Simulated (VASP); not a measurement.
# NaCl (Fm-3m) in VASP: notebook, part 2 of 3

VASP 6.6.1. The steps go on from the part before.

## Step 4: Relaxation of cell and atoms, PBE

This run uses another cell than the first one, of 23.14 Å³/atom, 1.048 times its volume.

Contents of INCAR:

```
SYSTEM = NaCl
ALGO = Normal ; EDIFF = 1E-7
EDIFFG = -0.005 ; ENCUT = 600
GGA = PE ; IBRION = 2
ISIF = 3 ; ISMEAR = 0
LASPH = .TRUE. ; LCHARG = .FALSE.
LREAL = .FALSE. ; LWAVE = .FALSE.
NELM = 80 ; NSW = 90
PREC = Accurate ; SIGMA = 0.03
```

Contents of KPOINTS:

```
k-points
0
G
  8 8 8
  0 0 0
```

Contents of POSCAR:

```
NaCl                                    
1.0
    0.0000000000      2.8495555159      2.8495555159
    2.8495555159     -0.0000000000      2.8495555159
    2.8495555159      2.8495555159      0.0000000000
  Na              Cl            
     1     1
Direct
     0.0000000000000000    0.0000000000000000    0.0000000000000000
     0.5000000000000000    0.5000000000000000    0.5000000000000000
```

Potentials or basis: VASP PAW PBE potentials, release 64 (Na_pv, Cl).

Launch:

```sh
$ cat potpaw_PBE.64/Na_pv/POTCAR potpaw_PBE.64/Cl/POTCAR > POTCAR
$ mpirun -np 1 vasp_std > vasp.out
```

OUTCAR:

```text
SYSTEM = NaCl
   EDIFF = 1E-7
   EDIFFG = -0.005
   ENCUT = 600
   GGA = PE
   IBRION = 2
   ISIF = 3
   ISMEAR = 0
   LASPH = .TRUE.
   LREAL = .FALSE.
   NELM = 80
   NSW = 90
   PREC = Accurate

 ion  position               nearest neighbor table
   1  0.000  0.000  0.000-
   2  0.500  0.500  0.500-

  LATTYP: Found a face centered cubic cell.
 ALAT       =     5.6991110318

  Lattice vectors:

 A1 = (   0.0000000000,   2.8495555159,   2.8495555159)
 A2 = (   2.8495555159,   0.0000000000,   2.8495555159)
 A3 = (   2.8495555159,   2.8495555159,   0.0000000000)

Analysis of symmetry for initial positions (statically):
=====================================================================
 Subroutine PRICEL returns:
 Original cell was already a primitive cell.

 Routine SETGRP: Setting up the symmetry group for a
 face centered cubic supercell.

 Subroutine GETGRP returns: Found 48 space group operations
 (whereof 48 operations were pure point group operations)
 out of a pool of 48 trial point group operations.

The static configuration has the point symmetry O_h .

Analysis of symmetry for dynamics (positions and initial velocities):
=====================================================================
 Subroutine PRICEL returns:
 Original cell was already a primitive cell.

 Routine SETGRP: Setting up the symmetry group for a
 face centered cubic supercell.

 Subroutine GETGRP returns: Found 48 space group operations
 (whereof 48 operations were pure point group operations)
 out of a pool of 48 trial point group operations.

The dynamic configuration has the point symmetry O_h .

 Subroutine INISYM returns: Found 48 space group operations
 (whereof 48 operations are pure point group operations),
 and found     1 'primitive' translations

----------------------------------------------------------------------------------------

                                     Primitive cell

  volume of cell :      46.2766

  direct lattice vectors                    reciprocal lattice vectors
     0.000000000  2.849555516  2.849555516    -0.175465962  0.175465962  0.175465962
     2.849555516  0.000000000  2.849555516     0.175465962 -0.175465962  0.175465962
     2.849555516  2.849555516  0.000000000     0.175465962  0.175465962 -0.175465962

  length of vectors
     4.029880057  4.029880057  4.029880057     0.303915961  0.303915961  0.303915961

  position of ions in fractional coordinates (direct lattice)
     0.000000000  0.000000000  0.000000000
     0.500000000  0.500000000  0.500000000

  ion indices of the primitive-cell ions
   primitive index   ion index
                 1           1
                 2           2

[... 111 lines left out ...]

 number of electron      13.9999997 magnetization

 Free energy of the ion-electron system (eV)
  ---------------------------------------------------
  ext. energy  EPLUGINS =         0.00000000
  ---------------------------------------------------
  free energy    TOTEN  =        -6.77819819 eV

  energy without entropy =       -6.77819819  energy(sigma->0) =       -6.77819819

------------------------ aborting loop because EDIFF is reached ----------------------------------------

  FORCE on cell =-STRESS in cart. coord.  units (eV):
  Direction    XX          YY          ZZ          XY          YZ          ZX
  --------------------------------------------------------------------------------------
  -------------------------------------------------------------------------------------
  Total       -0.0103137     -0.0103137     -0.0103137     -0.0000000      0.0000000      0.0000000
  in kB       -0.3570798     -0.3570798     -0.3570798     -0.0000000      0.0000000      0.0000000
  external PRESSURE =      -0.3570798 kB  Pullay stress =       0.0000000 kB

 VOLUME and BASIS-vectors are now :
 -----------------------------------------------------------------------------
  energy-cutoff  :      600.00
  volume of cell :       46.28
      direct lattice vectors                 reciprocal lattice vectors
     0.000000000  2.849555516  2.849555516    -0.175465962  0.175465962  0.175465962
     2.849555516  0.000000000  2.849555516     0.175465962 -0.175465962  0.175465962
     2.849555516  2.849555516  0.000000000     0.175465962  0.175465962 -0.175465962

 POSITION                                       TOTAL-FORCE (eV/Angst)
 -----------------------------------------------------------------------------------
      0.00000      0.00000      0.00000         0.000000      0.000000      0.000000
      2.84956      2.84956      2.84956        -0.000000     -0.000000     -0.000000
 -----------------------------------------------------------------------------------
    total drift:                                0.000000     -0.000000     -0.000000

  FREE ENERGIE OF THE ION-ELECTRON SYSTEM (eV)
  ---------------------------------------------------
  free  energy   TOTEN  =        -6.7781981871 eV

  energy  without entropy=       -6.7781981871  energy(sigma->0) =       -6.77819819

--------------------------------------- Ionic step        2  -------------------------------------------

 number of electron      13.9999997 magnetization

 Free energy of the ion-electron system (eV)
  ---------------------------------------------------
  ext. energy  EPLUGINS =         0.00000000
  ---------------------------------------------------
  free energy    TOTEN  =        -6.77820413 eV

  energy without entropy =       -6.77820413  energy(sigma->0) =       -6.77820413

 E-fermi :  -0.7125     XC(G=0):  -8.0364

 val. band max:       -0.9043555272   @ k =   0.0000   0.0000   0.0000
 cond. band min:       4.0877714487   @ k =   0.0000   0.0000   0.0000
 fundamental gap:      4.9921269759
 Fermi energy:        -0.7125026221

 k-point     1 :       0.0000    0.0000    0.0000
  band No.  band energies     occupation
      1     -21.7834      2.00000
      2     -21.7834      2.00000
      3     -21.7834      2.00000
      4     -13.4958      2.00000
      5      -0.9044      2.00000
      6      -0.9044      2.00000
      7      -0.9044      2.00000
      8       4.0878      0.00000
      9      10.1829      0.00000
     10      10.1829      0.00000
     11      10.1829      0.00000
[... 309 lines left out ...]
 k-point    24 :      -0.3750    0.2500    0.1250
  band No.  band energies     occupation
      1     -21.8036      2.00000
      2     -21.7905      2.00000
      3     -21.7872      2.00000
      4     -13.1589      2.00000
      5      -2.4751      2.00000
      6      -1.6253      2.00000
      7      -1.2922      2.00000
      8       7.3466      0.00000
      9       8.4982      0.00000
     10       9.2377      0.00000
     11      10.7142      0.00000

 [... further k-points ...]

------------------------ aborting loop because EDIFF is reached ----------------------------------------

  FORCE on cell =-STRESS in cart. coord.  units (eV):
  Direction    XX          YY          ZZ          XY          YZ          ZX
  --------------------------------------------------------------------------------------
  -------------------------------------------------------------------------------------
  Total       -0.0031249     -0.0031249     -0.0031249     -0.0000000      0.0000000     -0.0000000
  in kB       -0.1082709     -0.1082709     -0.1082709     -0.0000000      0.0000000     -0.0000000
  external PRESSURE =      -0.1082709 kB  Pullay stress =       0.0000000 kB

 VOLUME and BASIS-vectors are now :
 -----------------------------------------------------------------------------
  energy-cutoff  :      600.00
  volume of cell :       46.24
      direct lattice vectors                 reciprocal lattice vectors
    -0.000000000  2.848846601  2.848846601    -0.175509626  0.175509626  0.175509626
     2.848846601 -0.000000000  2.848846601     0.175509626 -0.175509626  0.175509626
     2.848846601  2.848846601 -0.000000000     0.175509626  0.175509626 -0.175509626

 POSITION                                       TOTAL-FORCE (eV/Angst)
 -----------------------------------------------------------------------------------
      0.00000      0.00000      0.00000        -0.000000      0.000000     -0.000000
      2.84885      2.84885      2.84885         0.000000     -0.000000      0.000000
 -----------------------------------------------------------------------------------
    total drift:                                0.000000     -0.000000     -0.000000

  FREE ENERGIE OF THE ION-ELECTRON SYSTEM (eV)
  ---------------------------------------------------
  free  energy   TOTEN  =        -6.7782041315 eV

  energy  without entropy=       -6.7782041315  energy(sigma->0) =       -6.77820413

 reached required accuracy - stopping structural energy minimisation
```

Wall time 15 s (1 thread of Intel Xeon Platinum 8488C (Sapphire Rapids), shared host); peak memory 0.18 GiB.

What came out:

- Free energy: -6.7782 eV
- Relaxed volume: 23.12 Å³/atom
- Relaxed cell: a = 4.029 Å, b = 4.029 Å, c = 4.029 Å, α = 60.00°, β = 60.00°, γ = 60.00°
- Space group after relaxing (to 0.05 Å): Fm-3m (No. 225)
- Energy gained by relaxing: 0.0 meV/atom
- Ionic steps: 2
- Pressure after relaxing: 0.0 GPa
- Band gap on the k mesh: 4.99 eV, direct

Final structure:
```cif
data_structure
_symmetry_space_group_name_H-M 'P 1'
_symmetry_Int_Tables_number 1
_cell_length_a 4.0289
_cell_length_b 4.0289
_cell_length_c 4.0289
_cell_angle_alpha 60.000
_cell_angle_beta 60.000
_cell_angle_gamma 60.000
_cell_volume 46.24
loop_
_atom_site_label
_atom_site_type_symbol
_atom_site_fract_x
_atom_site_fract_y
_atom_site_fract_z
_atom_site_occupancy
Na1 Na 0.00000 0.00000 0.00000 1
Cl1 Cl 0.50000 0.50000 0.50000 1
```

## Step 5: Relaxation of cell and atoms, PBEsol

This run uses another cell than the first one, of 22.19 Å³/atom, 1.005 times its volume.

Contents of INCAR:

```
SYSTEM = NaCl
ALGO = Normal ; EDIFF = 1E-6
EDIFFG = -0.01 ; ENCUT = 600
GGA = PS ; IBRION = 2
ISIF = 3 ; ISMEAR = 0
LASPH = .TRUE. ; LCHARG = .FALSE.
LREAL = .FALSE. ; LWAVE = .FALSE.
NELM = 80 ; NSW = 90
PREC = Accurate ; SIGMA = 0.03
```

KPOINTS is that of step 4.

Contents of POSCAR:

```
NaCl
1.0
    0.0000000000      2.8100000000      2.8100000000
    2.8100000000      0.0000000000      2.8100000000
    2.8100000000      2.8100000000      0.0000000000
Na Cl
1 1
Direct
    0.0000000000      0.0000000000      0.0000000000
    0.5000000000      0.5000000000      0.5000000000
```

Potentials or basis: VASP PAW PBE potentials, release 64 (Na_pv, Cl).

Launch:

```sh
$ cat potpaw_PBE.64/Na_pv/POTCAR potpaw_PBE.64/Cl/POTCAR > POTCAR
$ mpirun -np 1 vasp_std > vasp.out
```

OUTCAR:

```text
SYSTEM = NaCl
   EDIFF = 1E-6
   EDIFFG = -0.01
   ENCUT = 600
   GGA = PS
   IBRION = 2
   ISIF = 3
   ISMEAR = 0
   LASPH = .TRUE.
   LREAL = .FALSE.
   NELM = 80
   NSW = 90
   PREC = Accurate

 ion  position               nearest neighbor table
   1  0.000  0.000  0.000-
   2  0.500  0.500  0.500-

  LATTYP: Found a face centered cubic cell.
 ALAT       =     5.6200000000

  Lattice vectors:

 A1 = (   0.0000000000,   2.8100000000,   2.8100000000)
 A2 = (   2.8100000000,   0.0000000000,   2.8100000000)
 A3 = (   2.8100000000,   2.8100000000,   0.0000000000)

Analysis of symmetry for initial positions (statically):
=====================================================================
 Subroutine PRICEL returns:
 Original cell was already a primitive cell.
[... 264 lines left out ...]
      1     -21.3151      2.00000
      2     -21.3151      2.00000
      3     -21.3151      2.00000
      4     -13.3734      2.00000
      5      -0.6930      2.00000
      6      -0.6930      2.00000
      7      -0.6930      2.00000
      8       4.2973      0.00000
      9      10.3198      0.00000
     10      10.3198      0.00000
     11      10.3198      0.00000
[... 309 lines left out ...]
 k-point    24 :      -0.3750    0.2500    0.1250
  band No.  band energies     occupation
      1     -21.3415      2.00000
      2     -21.3241      2.00000
      3     -21.3199      2.00000
      4     -12.9769      2.00000
      5      -2.4282      2.00000
      6      -1.4985      2.00000
      7      -1.1263      2.00000
      8       7.4933      0.00000
      9       8.8307      0.00000
     10       9.4664      0.00000
     11      10.9883      0.00000

 [... further k-points ...]

------------------------ aborting loop because EDIFF is reached ----------------------------------------

  FORCE on cell =-STRESS in cart. coord.  units (eV):
  Direction    XX          YY          ZZ          XY          YZ          ZX
  --------------------------------------------------------------------------------------
  -------------------------------------------------------------------------------------
  Total       -0.0139779     -0.0139779     -0.0139779     -0.0000000      0.0000000      0.0000000
  in kB       -0.5072755     -0.5072755     -0.5072755     -0.0000000      0.0000000      0.0000000
  external PRESSURE =      -0.5072755 kB  Pullay stress =       0.0000000 kB
[... 17 lines left out ...]
  FREE ENERGIE OF THE ION-ELECTRON SYSTEM (eV)
  ---------------------------------------------------
  free  energy   TOTEN  =        -6.9986682416 eV

  energy  without entropy=       -6.9986682416  energy(sigma->0) =       -6.99866824

 reached required accuracy - stopping structural energy minimisation
```

Run time: 14 s. Hardware: 1 thread of Intel Xeon Platinum 8375C at 2.90GHz (Ice Lake), shared host; peak memory 0.18 GiB.

What came out:

- Free energy: -6.9987 eV
- Relaxed volume: 22.07 Å³/atom
- Relaxed cell: a = 3.967 Å, b = 3.967 Å, c = 3.967 Å, α = 60.00°, β = 60.00°, γ = 60.00°
- Space group after relaxing (to 0.05 Å): Fm-3m (No. 225)
- Energy gained by relaxing: 0.1 meV/atom
- Ionic steps: 3
- Pressure after relaxing: -0.1 GPa
- Band gap on the k mesh: 4.99 eV, direct

The path:
```
step  energy change (eV)  largest force (eV/Å)  pressure (GPa)  volume (Å³)
   1              0.0000                0.0000           -0.19        44.38
   2             -0.0002                0.0000           -0.08        44.20
   3             -0.0002                0.0000           -0.05        44.15
```

Final structure:
```yaml
crystal:
  lattice:
    - [0.00000, 2.80517, 2.80517]
    - [2.80517, 0.00000, 2.80517]
    - [2.80517, 2.80517, 0.00000]
  atoms:
    - { symbol: Na, position: [0.00000, 0.00000, 0.00000] }
    - { symbol: Cl, position: [0.50000, 0.50000, 0.50000] }
```

Caveat: the PAW data sets were made with another functional, which shifts forces and pressure a little.

(Continued in part 3 of 3.)
